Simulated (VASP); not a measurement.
# CdS (F-43m) in VASP: further runs

One crystal, CdS, is run at these levels: PBE; tasks: band structure, Born charges and dielectric tensor.

All numbers are computed with VASP 6.6.1; they aren't measurements. Logs are shortened: lines on timing, memory, paths and dates and some standing lists are left out, and cuts for length are marked.

## Step 1: Starting point

The structure is cubic, space group F-43m (No. 216). Conventional cell: a = 5.942 Å, b = 5.942 Å, c = 5.942 Å, α = 90.00°, β = 90.00°, γ = 90.00°. Around Cd (site symmetry -43m) lie 4 S at 2.57 Å. S (site symmetry -43m) is surrounded by 4 Cd at 2.57 Å.

## Step 2: Band structure, PBE

The input, POSCAR:

```
CdS                                     
1.0
    0.0000000000      2.9711935637      2.9711935637
    2.9711935637      0.0000000000      2.9711935637
    2.9711935637      2.9711935637      0.0000000000
  Cd              S             
     1     1
Direct
     1.0000000000000000    1.0000000000000000    1.0000000000000000
     0.2500000000000000    0.2500000000000000    0.2500000000000000
```

The input, INCAR.step1:

```
SYSTEM = CdS
ALGO = Normal
EDIFF = 1E-7
ENCUT = 520
GGA = PE
ISIF = 2
ISMEAR = 0
LASPH = .True.
LCHARG = .True.
LREAL = .False.
LWAVE = .False.
NBANDS = 16
NELM = 80
PREC = Accurate
SIGMA = 0.02
```

The input, KPOINTS.step1:

```
k-points
0
Gamma
  4 4 4
  0 0 0
```

The input, INCAR.step2:

```
SYSTEM = CdS
ALGO = Normal
EDIFF = 1E-7
ENCUT = 520
GGA = PE
ICHARG = 11
ISIF = 2
ISMEAR = 0
LASPH = .True.
LCHARG = .False.
LREAL = .False.
LWAVE = .False.
NBANDS = 16
NELM = 80
PREC = Accurate
SIGMA = 0.05
```

The input, KPOINTS.step2:

```
path GXWKGLUWLK,UX
10
line-mode
reciprocal
 0.0000000000  0.0000000000  0.0000000000  G
 0.5000000000  0.0000000000  0.5000000000  X

 0.5000000000  0.0000000000  0.5000000000  X
 0.5000000000  0.2500000000  0.7500000000  W

 0.5000000000  0.2500000000  0.7500000000  W
 0.3750000000  0.3750000000  0.7500000000  K

 0.3750000000  0.3750000000  0.7500000000  K
 0.0000000000  0.0000000000  0.0000000000  G

 0.0000000000  0.0000000000  0.0000000000  G
 0.5000000000  0.5000000000  0.5000000000  L

 0.5000000000  0.5000000000  0.5000000000  L
 0.6250000000  0.2500000000  0.6250000000  U

 0.6250000000  0.2500000000  0.6250000000  U
 0.5000000000  0.2500000000  0.7500000000  W

 0.5000000000  0.2500000000  0.7500000000  W
 0.5000000000  0.5000000000  0.5000000000  L

 0.5000000000  0.5000000000  0.5000000000  L
 0.3750000000  0.3750000000  0.7500000000  K

 0.6250000000  0.2500000000  0.6250000000  U
 0.5000000000  0.0000000000  0.5000000000  X
```

Potentials or basis: VASP PAW PBE potentials, release 64 (Cd, S).

The run is started by

```
$ cat potpaw_PBE.64/Cd/POTCAR potpaw_PBE.64/S/POTCAR > POTCAR
$ cp INCAR.step1 INCAR
$ cp KPOINTS.step1 KPOINTS
$ mpirun -np 1 vasp_std > vasp.out
$ cp INCAR.step2 INCAR
$ cp KPOINTS.step2 KPOINTS
$ mpirun -np 1 vasp_std > vasp.out
```

OUTCAR:

```text
SYSTEM = CdS
   EDIFF = 1E-7
   ENCUT = 520
   GGA = PE
   ICHARG = 11
   ISIF = 2
   ISMEAR = 0
   LASPH = .True.
   LREAL = .False.
   NELM = 80
   PREC = Accurate

 ion  position               nearest neighbor table
   1  0.000  0.000  0.000-   2 2.57   2 2.57   2 2.57   2 2.57
   2  0.250  0.250  0.250-   1 2.57   1 2.57   1 2.57   1 2.57

  LATTYP: Found a face centered cubic cell.
 ALAT       =     5.9423871274

  Lattice vectors:

 A1 = (   0.0000000000,   2.9711935637,   2.9711935637)
 A2 = (   2.9711935637,   0.0000000000,   2.9711935637)
 A3 = (   2.9711935637,   2.9711935637,   0.0000000000)

Analysis of symmetry for initial positions (statically):
=====================================================================
 Subroutine PRICEL returns:
 Original cell was already a primitive cell.

 Routine SETGRP: Setting up the symmetry group for a
 face centered cubic supercell.

 Subroutine GETGRP returns: Found 24 space group operations
 (whereof 24 operations were pure point group operations)
 out of a pool of 48 trial point group operations.

The static configuration has the point symmetry T_d .

Analysis of symmetry for dynamics (positions and initial velocities):
=====================================================================
 Subroutine PRICEL returns:
 Original cell was already a primitive cell.

 Routine SETGRP: Setting up the symmetry group for a
 face centered cubic supercell.

 Subroutine GETGRP returns: Found 24 space group operations
 (whereof 24 operations were pure point group operations)
 out of a pool of 48 trial point group operations.

The dynamic configuration has the point symmetry T_d .

 Subroutine INISYM returns: Found 24 space group operations
 (whereof 24 operations are pure point group operations),
 and found     1 'primitive' translations

----------------------------------------------------------------------------------------

                                     Primitive cell

  volume of cell :      52.4593

  direct lattice vectors                    reciprocal lattice vectors
     0.000000000  2.971193564  2.971193564    -0.168282540  0.168282540  0.168282540
     2.971193564  0.000000000  2.971193564     0.168282540 -0.168282540  0.168282540
     2.971193564  2.971193564  0.000000000     0.168282540  0.168282540 -0.168282540

  length of vectors
     4.201902234  4.201902234  4.201902234     0.291473909  0.291473909  0.291473909

  position of ions in fractional coordinates (direct lattice)
     0.000000000  0.000000000  0.000000000
     0.250000000  0.250000000  0.250000000

  ion indices of the primitive-cell ions
   primitive index   ion index
                 1           1
                 2           2

----------------------------------------------------------------------------------------

 KPOINTS: path GXWKGLUWLK,UX

Interpolating k-points between supplied coordinates.

 Line segments in fractional coordinates (reciprocal lattice):
    0.000000  0.000000  0.000000  ...  0.500000  0.000000  0.500000
    0.500000  0.000000  0.500000  ...  0.500000  0.250000  0.750000
    0.500000  0.250000  0.750000  ...  0.375000  0.375000  0.750000
    0.375000  0.375000  0.750000  ...  0.000000  0.000000  0.000000
    0.000000  0.000000  0.000000  ...  0.500000  0.500000  0.500000
    0.500000  0.500000  0.500000  ...  0.625000  0.250000  0.625000
    0.625000  0.250000  0.625000  ...  0.500000  0.250000  0.750000
    0.500000  0.250000  0.750000  ...  0.500000  0.500000  0.500000
    0.500000  0.500000  0.500000  ...  0.375000  0.375000  0.750000
    0.625000  0.250000  0.625000  ...  0.500000  0.000000  0.500000

 Generated    10 points on each line segment, for a total of    100 k-points:

 Following reciprocal coordinates:
            Coordinates               Weight
  0.000000  0.000000  0.000000      0.010000
  0.055556  0.000000  0.055556      0.010000
  0.111111  0.000000  0.111111      0.010000
  0.166667  0.000000  0.166667      0.010000
  0.222222  0.000000  0.222222      0.010000
  0.277778  0.000000  0.277778      0.010000
[... 16 lines left out ...]
  0.472222  0.277778  0.750000      0.010000
  0.458333  0.291667  0.750000      0.010000
 [... further k-points ...]
   k-points           NKPTS =    100   k-points in BZ     NKDIM =    100   number of bands    NBANDS=     16
   number of dos      NEDOS =    301   number of ions     NIONS =      2
   total plane-waves  NPLWV =  32768
   dimension x,y,z NGX =    32 NGY =   32 NGZ =   32
   dimension x,y,z NGXF=    64 NGYF=   64 NGZF=   64
   ions per type =               1   1
   NGX,Y,Z   is equivalent  to a cutoff of  12.66, 12.66, 12.66 a.u.
   NGXF,Y,Z  is equivalent  to a cutoff of  25.32, 25.32, 25.32 a.u.
 SYSTEM =  CdS
   PREC   = accura    normal or accurate (medium, high low for compatibility)
   ISTART =      0    job   : 0-new  1-cont  2-samecut
   ICHARG =     11    charge: 1-file 2-atom 10-const
   ISPIN  =      1    spin polarized calculation?
   LNONCOLLINEAR =      F non collinear calculations
   LSORBIT =      F    spin-orbit coupling
   LASPH  =      T    aspherical Exc in radial PAW
   ENCUT  =  520.0 eV  38.22 Ry    6.18 a.u.   7.81  7.81  7.81*2*pi/ulx,y,z
   NELM   =     80;   NELMIN=  2; NELMDL=  0     # of ELM steps
   EDIFF  = 0.1E-06   stopping-criterion for ELM
   LREAL  =      F    real-space projection
   EDIFFG = 0.1E-05   stopping-criterion for IOM
   NSW    =      0    number of steps for IOM
   IBRION =     -1    ionic relax: 0-MD 1-quasi-New 2-CG
   NFREE  =      0    steps in history (QN), initial steepest desc. (CG)
   ISIF   =      2    stress and relaxation
   ISYM   =      2    0-nonsym 1-usesym 2-fastsym
   POTIM  = 0.5000    time-step for ionic-motion
   TEBEG  =    0.0;   TEEND  =   0.0 temperature during run
   PSTRESS=    0.0 pullay stress
   NELECT =      18.0000    total number of electrons
   NUPDOWN=      -1.0000    fix difference up-down
   EMIN   =  10.00;   EMAX   =-10.00  energy-range for DOS
   EFERMI =   0.00;   METHOD = LEGACY
   ISMEAR =     0;   SIGMA  =   0.05  broadening in eV -4-tet -1-fermi 0-gaus
   EFERMI_NEDOS =   21; number of points for ismear=-14 and -15
   IALGO  =     38    algorithm
   IMIX   =      4    mixing-type and parameters
     AMIX     =   0.40;   BMIX     =  1.00
     AMIX_MAG =   1.60;   BMIX_MAG =  1.00
  volume/ion in A,a.u.               =      26.23       177.01
  Fermi-wavevector in a.u.,A,eV,Ry     =   1.146106  2.165826 17.872049  1.313559
  Thomas-Fermi vector in A             =   2.282792
   LORBIT       =      0    0 simple, 1 ext, 2 COOP (PROOUT), +10 PAW based schemes
   GGA     = PE    functional components
   LHFCALC =     F    Hartree Fock is set to
   AEXX    =    0.0000 exact exchange contribution
   IVDW    =     0    specifies the selected vdW correction
   LEPSILON=     F    determine dielectric tensor
   LRPA    =     F    only Hartree local field effects (RPA)
 non-spin polarized calculation
 Gauss-broadening in eV      SIGMA  =   0.05
  energy-cutoff  :      520.00
  volume of cell :       52.46
 maximum number of plane-waves:      1429
 NGX is ok and might be reduce to    32

 number of electron      17.9999999 magnetization

 Free energy of the ion-electron system (eV)
  ---------------------------------------------------
  ext. energy  EPLUGINS =         0.00000000
  ---------------------------------------------------
  free energy    TOTEN  =        -6.35827043 eV

  energy without entropy =       -6.35827043  energy(sigma->0) =       -6.35827043

 E-fermi :   1.1150     XC(G=0):  -8.8823

 val. band max:        0.8758332477   @ k =   0.0000   0.0000   0.0000
 cond. band min:       1.8899325043   @ k =   0.0000   0.0000   0.0000
 fundamental gap:      1.0140992566
 Fermi energy:         1.1150185410

 k-point     1 :       0.0000    0.0000    0.0000
  band No.  band energies     occupation
      1     -11.1650      2.00000
      2      -6.6910      2.00000
      3      -6.6910      2.00000
      4      -6.6910      2.00000
      5      -6.2831      2.00000
      6      -6.2831      2.00000
[... 8 lines left out ...]
     15      12.2571      0.00000
     16      12.2571      0.00000

 k-point     2 :       0.0556    0.0000    0.0556
  band No.  band energies     occupation
      1     -11.1499      2.00000
      2      -6.6833      2.00000
      3      -6.6833      2.00000
      4      -6.6826      2.00000
      5      -6.2860      2.00000
      6      -6.2809      2.00000
[... 8 lines left out ...]
     15      12.2632      0.00000
     16      12.2785      0.00000

 k-point     3 :       0.1111    0.0000    0.1111
  band No.  band energies     occupation
      1     -11.1065      2.00000
      2      -6.6607      2.00000
      3      -6.6607      2.00000
      4      -6.6566      2.00000
      5      -6.2939      2.00000
      6      -6.2745      2.00000
[... 8 lines left out ...]
     15      12.3421      0.00000
     16      12.9545      0.00000

 k-point     4 :       0.1667    0.0000    0.1667
  band No.  band energies     occupation
      1     -11.0401      2.00000
      2      -6.6252      2.00000
      3      -6.6252      2.00000
      4      -6.6119      2.00000
      5      -6.3032      2.00000
      6      -6.2648      2.00000
[... 8 lines left out ...]
     15      12.4448      0.00000
     16      13.9015      0.00000
[... 324 lines left out ...]
 k-point    22 :       0.4861    0.2639    0.7500
  band No.  band energies     occupation
      1     -10.6749      2.00000
      2      -6.4868      2.00000
      3      -6.4770      2.00000
      4      -6.3190      2.00000
      5      -6.2722      2.00000
      6      -5.7407      2.00000
[... 8 lines left out ...]
     15      13.7650      0.00000
     16      14.0773      0.00000

 k-point    23 :       0.4722    0.2778    0.7500
  band No.  band energies     occupation
      1     -10.6759      2.00000
      2      -6.4908      2.00000
      3      -6.4733      2.00000
      4      -6.3231      2.00000
      5      -6.2686      2.00000
      6      -5.7455      2.00000
[... 8 lines left out ...]
     15      13.5862      0.00000
     16      14.1727      0.00000

 k-point    24 :       0.4583    0.2917    0.7500
  band No.  band energies     occupation
      1     -10.6773      2.00000
      2      -6.4957      2.00000
      3      -6.4685      2.00000
      4      -6.3286      2.00000
      5      -6.2638      2.00000
      6      -5.7522      2.00000
[... 8 lines left out ...]
     15      13.4026      0.00000
     16      14.2937      0.00000

 [... further k-points ...]

------------------------ aborting loop because EDIFF is reached ----------------------------------------

  FORCE on cell =-STRESS in cart. coord.  units (eV):
  Direction    XX          YY          ZZ          XY          YZ          ZX
  --------------------------------------------------------------------------------------
  -------------------------------------------------------------------------------------
  Total       -0.7422568     -0.7422568     -0.7422568      0.0000000      0.0000000     -0.0000000
  in kB      -22.6694990    -22.6694990    -22.6694990      0.0000000      0.0000000     -0.0000000
  external PRESSURE =     -22.6694990 kB  Pullay stress =       0.0000000 kB

 VOLUME and BASIS-vectors are now :
 -----------------------------------------------------------------------------
  energy-cutoff  :      520.00
  volume of cell :       52.46
      direct lattice vectors                 reciprocal lattice vectors
     0.000000000  2.971193564  2.971193564    -0.168282540  0.168282540  0.168282540
     2.971193564  0.000000000  2.971193564     0.168282540 -0.168282540  0.168282540
     2.971193564  2.971193564  0.000000000     0.168282540  0.168282540 -0.168282540

 POSITION                                       TOTAL-FORCE (eV/Angst)
 -----------------------------------------------------------------------------------
      0.00000      0.00000      0.00000        -0.000000     -0.000000     -0.000000
      1.48560      1.48560      1.48560         0.000000      0.000000      0.000000
 -----------------------------------------------------------------------------------
    total drift:                               -0.000000     -0.000000     -0.000000

  FREE ENERGIE OF THE ION-ELECTRON SYSTEM (eV)
  ---------------------------------------------------
  free  energy   TOTEN  =        -6.3582704293 eV

  energy  without entropy=       -6.3582704293  energy(sigma->0) =       -6.35827043
```

It took 50 s on 1 thread of Intel Xeon Platinum 8375C at 2.90GHz (Ice Lake), shared host; peak memory 0.22 GiB.

Results:

```yaml
Band_gap_on_the_k_mesh: 1.01 eV, direct
Band_gap_along_the_path: 1.01 eV, direct
```

Levels at the corners of the path, in eV from the valence-band top:
| point | band 6 | band 7 | band 8 | band 9 | band 10 | band 11 | band 12 | band 13 |
| --- | --- | --- | --- | --- | --- | --- | --- | --- |
| Γ | -7.16 | 0.00 | 0.00 | 0.00 | 1.01 | 6.53 | 6.53 | 6.53 |
| X | -6.77 | -3.72 | -1.70 | -1.70 | 3.63 | 4.26 | 9.00 | 10.44 |
| X | -6.77 | -3.72 | -1.70 | -1.70 | 3.63 | 4.26 | 9.00 | 10.44 |
| W | -6.61 | -3.65 | -2.03 | -2.01 | 5.18 | 5.44 | 7.11 | 8.07 |
| W | -6.61 | -3.65 | -2.03 | -2.01 | 5.18 | 5.44 | 7.11 | 8.07 |
| K | -6.66 | -3.68 | -2.30 | -1.38 | 4.21 | 5.32 | 8.38 | 8.92 |
| K | -6.66 | -3.68 | -2.30 | -1.38 | 4.21 | 5.32 | 8.38 | 8.92 |
| Γ | -7.16 | 0.00 | 0.00 | 0.00 | 1.01 | 6.53 | 6.53 | 6.53 |
| Γ | -7.16 | 0.00 | 0.00 | 0.00 | 1.01 | 6.53 | 6.53 | 6.53 |
| L | -6.83 | -4.08 | -0.68 | -0.68 | 2.91 | 6.99 | 6.99 | 7.30 |
| L | -6.83 | -4.08 | -0.68 | -0.68 | 2.91 | 6.99 | 6.99 | 7.30 |
| U | -6.66 | -3.68 | -2.30 | -1.38 | 4.21 | 5.32 | 8.38 | 8.92 |
| U | -6.66 | -3.68 | -2.30 | -1.38 | 4.21 | 5.32 | 8.38 | 8.92 |
| W | -6.61 | -3.65 | -2.03 | -2.01 | 5.18 | 5.44 | 7.11 | 8.07 |
| W | -6.61 | -3.65 | -2.03 | -2.01 | 5.18 | 5.44 | 7.11 | 8.07 |
| L | -6.83 | -4.08 | -0.68 | -0.68 | 2.91 | 6.99 | 6.99 | 7.30 |
| L | -6.83 | -4.08 | -0.68 | -0.68 | 2.91 | 6.99 | 6.99 | 7.30 |
| K | -6.66 | -3.68 | -2.30 | -1.38 | 4.21 | 5.32 | 8.38 | 8.92 |
| U | -6.66 | -3.68 | -2.30 | -1.38 | 4.21 | 5.32 | 8.38 | 8.92 |
| X | -6.77 | -3.72 | -1.70 | -1.70 | 3.63 | 4.26 | 9.00 | 10.44 |

Caveat: the k mesh is coarse (spacing up to 0.46 Å⁻¹), so the values aren't converged; the log is that of the step along the path at fixed density, whose energy, stress, charges and moments have no meaning. PBE gaps usually lie below the measured ones, often by a third to a half.

## Step 3: Born charges and dielectric tensor, PBE

The input, INCAR:

```
PREC = Accurate
ENCUT = 520
EDIFF = 1E-8
ISMEAR = 0
SIGMA = 0.02
LREAL = False
LASPH = True
NELM = 80
ALGO = Normal
ISIF = 2
LWAVE = False
LCHARG = False
GGA = PE
LEPSILON = True
IBRION = 8
NSW = 1
```

The input, KPOINTS:

```
Automatic mesh
0
Gamma
  4 4 4
```

POSCAR is that of step 2.

Potentials or basis: VASP PAW PBE potentials, release 64 (Cd, S).

The run is started by

```
$ cat potpaw_PBE.64/Cd/POTCAR potpaw_PBE.64/S/POTCAR > POTCAR
$ mpirun -np 1 vasp_std > vasp.out
```

OUTCAR:

```text
PREC = Accurate
   ENCUT = 520
   EDIFF = 1E-8
   ISMEAR = 0
   LREAL = False
   LASPH = True
   NELM = 80
   ISIF = 2
   GGA = PE
   LEPSILON = True
   IBRION = 8
   NSW = 1

 ion  position               nearest neighbor table
   1  0.000  0.000  0.000-   2 2.57   2 2.57   2 2.57   2 2.57
   2  0.250  0.250  0.250-   1 2.57   1 2.57   1 2.57   1 2.57

  LATTYP: Found a face centered cubic cell.
 ALAT       =     5.9423871274

[... 438 lines left out ...]
      1.485597  1.485597  1.485597     0.882094    0.000000    0.000000
[... 21 lines left out ...]
   6 f/i=    0.000269 THz     0.001691 2PiTHz    0.008977 cm-1     0.001113 meV
             X         Y         Z           dx          dy          dz
      0.000000  0.000000  0.000000     0.000000    0.000000    0.882094
      1.485597  1.485597  1.485597     0.000000    0.000000    0.471074

--------------------------------------------------------------------------------------------------------

 MACROSCOPIC STATIC DIELECTRIC TENSOR IONIC CONTRIBUTION
 ------------------------------------------------------
           6.140069    -0.000000    -0.000000
          -0.000000     6.140069     0.000000
          -0.000000     0.000000     6.140069
 ------------------------------------------------------

 ELASTIC MODULI CONTR FROM IONIC RELAXATION (kBar)
 Direction    XX          YY          ZZ          XY          YZ          ZX
 --------------------------------------------------------------------------------
 XX          -0.0000     -0.0000     -0.0000      0.0000      0.0000     -0.0000
 YY          -0.0000     -0.0000     -0.0000      0.0000      0.0000      0.0000
 ZZ          -0.0000     -0.0000     -0.0000      0.0000      0.0000     -0.0000
 XY           0.0000      0.0000      0.0000   -185.1442      0.0000     -0.0000
 YZ           0.0000      0.0000      0.0000      0.0000   -185.1442      0.0000
 ZX          -0.0000      0.0000     -0.0000     -0.0000      0.0000   -185.1442
 --------------------------------------------------------------------------------

 PIEZOELECTRIC TENSOR IONIC CONTR  for field in x, y, z        (C/m^2)
          XX          YY          ZZ          XY          YZ          ZX
  --------------------------------------------------------------------------------
  x    -0.00000    -0.00000    -0.00000    -0.00000     1.00326    -0.00000
  y     0.00000    -0.00000     0.00000     0.00000    -0.00000     1.00326
  z    -0.00000    -0.00000    -0.00000     1.00326    -0.00000    -0.00000
```

Run time: 2.4 min. Hardware: 1 thread of Intel Xeon Platinum 8375C at 2.90GHz (Ice Lake), shared host; peak memory 0.22 GiB.

Results:

| Property | Result |
| --- | --- |
| Band gap on the k mesh | 1.01 eV, direct |
| Electronic dielectric tensor (diagonal) | 12.68 |
| Born charges (mean of the diagonal) | Cd +2.75; S -2.75 e |
| Highest phonon frequency at Γ, LO-TO splitting left out | 216 cm⁻¹ |

Levels at points of the mesh, in eV from the valence-band top:
```csv
k point,band 6,band 7,band 8,band 9,band 10,band 11,band 12,band 13
"(0.00, 0.00, 0.00)",-7.16,0.00,0.00,0.00,1.01,6.53,6.53,6.53
"(0.50, 0.00, 0.00)",-6.83,-4.08,-0.68,-0.68,2.91,6.99,6.99,7.30
"(0.50, 0.50, 0.00)",-6.76,-3.72,-1.70,-1.70,3.63,4.26,9.00,10.43
```

Phonon frequencies in cm⁻¹ (negative: imaginary):
```csv
q point,frequencies
"(0.000, 0.000, 0.000)",0 0 0 216 216 216
```

Electronic dielectric tensor:
```
12.68  0.00  0.00
 0.00 12.68  0.00
 0.00  0.00 12.68
```

Born effective charge tensors (e):
atom 1, Cd
```
2.75 0.00 0.00
0.00 2.75 0.00
0.00 0.00 2.75
```
atom 2, S
```
-2.75  0.00  0.00
 0.00 -2.75  0.00
 0.00  0.00 -2.75
```

Caveat: the k mesh is coarse (spacing up to 0.46 Å⁻¹), so the values aren't converged. As with any semilocal functional, this PBE gap is likely too small.
